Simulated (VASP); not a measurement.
A run of VASP 6.6.1 is set up as follows.

Contents of POSCAR:

```
SnTe
1.0
    0.0000000000      3.1508500000      3.1508500000
    3.1508500000      0.0000000000      3.1508500000
    3.1508500000      3.1508500000      0.0000000000
Te Sn
1 1
Direct
    0.5000000000      0.5000000000      0.5000000000
    0.0000000000      0.0000000000      0.0000000000
```

File INCAR.step1:

```
SYSTEM = SnTe
  PREC = Accurate
  ENCUT = 520
  ISMEAR = 0
  SIGMA = 0.02
  LREAL = .FALSE.
  LASPH = .TRUE.
  NELM = 60
  ALGO = Normal
  ISIF = 2
  LWAVE = .TRUE.
  LCHARG = .FALSE.
  GGA = PE
  EDIFF = 1E-5
```

The input INCAR.step2:

```
SYSTEM = SnTe
  PREC = Accurate
  ENCUT = 520
  EDIFF = 1E-8
  ISMEAR = 0
  SIGMA = 0.02
  LREAL = .FALSE.
  LASPH = .TRUE.
  NELM = 60
  ALGO = Normal
  ISIF = 2
  LWAVE = .FALSE.
  LCHARG = .FALSE.
  GGA = PE
  LHFCALC = .TRUE.
  HFSCREEN = 0.2
  PRECFOCK = Normal
  LCALCEPS = .TRUE.
  ISTART = 1
```

The input KPOINTS:

```
regular mesh
0
G
  4 4 4
  0 0 0
```

Potentials or basis: VASP PAW PBE potentials, release 64 (Te, Sn_d).

Launch:

```bash
$ cat potpaw_PBE.64/Te/POTCAR potpaw_PBE.64/Sn_d/POTCAR > POTCAR
$ cp INCAR.step1 INCAR
$ mpirun -np 1 vasp_std > vasp.out
$ cp INCAR.step2 INCAR
$ mpirun -np 1 vasp_std > vasp.out
```

**Question.** Estimate the band gap on the k mesh.

**Answer.** 0.07 eV, direct.

Caveat: the k mesh is coarse (spacing up to 0.43 Å⁻¹), so the values aren't converged, least of all with exact exchange; spin-orbit coupling is left out, which moves the levels of the heavy elements. A k mesh can miss the band edges.
